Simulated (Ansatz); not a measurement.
# Phases of Zn at 22 GPa

Structure types of Zn are relaxed in primitive cells with their symmetry kept at 22 GPa, first on PAW files, then by LAPW. The enthalpy is E + pV at zero temperature, without zero-point motion. Only the types listed were tried, and differences under about 5 meV/atom are mesh noise.

Level of theory: DFT with PBE, scalar-relativistic, in Ansatz 0.2.0; Fermi–Dirac smearing of 0.08 eV, no spin polarisation. LAPW: all electrons, basis error target 0.5 meV/atom; PAW: frozen-core files, cutoff 420 eV.

k meshes: fcc 18×18×18, bcc 18×18×18, hcp 17×17×9, omega 9×9×12, sc 16×16×16, diamond 13×13×13.

Problem. Order the types by LAPW enthalpy, lowest first.
A. bcc
B. fcc
C. hcp
D. sc
E. diamond
F. omega

Solution. C (0 meV/atom), B (33 meV/atom), A (115 meV/atom), F (144 meV/atom), D (537 meV/atom), E (1367 meV/atom).

```tsv
start type	ends as	a, b, c (Å)	V (Å³/atom)	H − H(lowest), LAPW (meV/atom)	same, PAW
fcc	fcc, Fm-3m	3.684, 3.684, 3.684	12.50	33.3	33.2
bcc	bcc, Im-3m	2.930, 2.930, 2.930	12.58	115.3	115.8
hcp	hcp, P6_3/mmc	2.562, 2.562, 4.372	12.43	0.0	0.0
omega	omega, P6/mmm	4.172, 4.172, 2.531	12.71	143.9	144.3
sc	sc, Pm-3m	2.424, 2.424, 2.424	14.23	537.0	537.3
diamond	diamond, Fd-3m	5.192, 5.192, 5.192	17.50	1366.7	1366.2
```

Problem. Split the lead of hcp over fcc into energy and pV.

Solution. For fcc less hcp: ΔE = +23.1 meV/atom, and p·ΔV = 22 GPa × +0.0743 Å³ × 6.242 meV/(GPa·Å³) = +10.2 meV/atom, together 33.3 meV/atom. hcp wins on both counts.
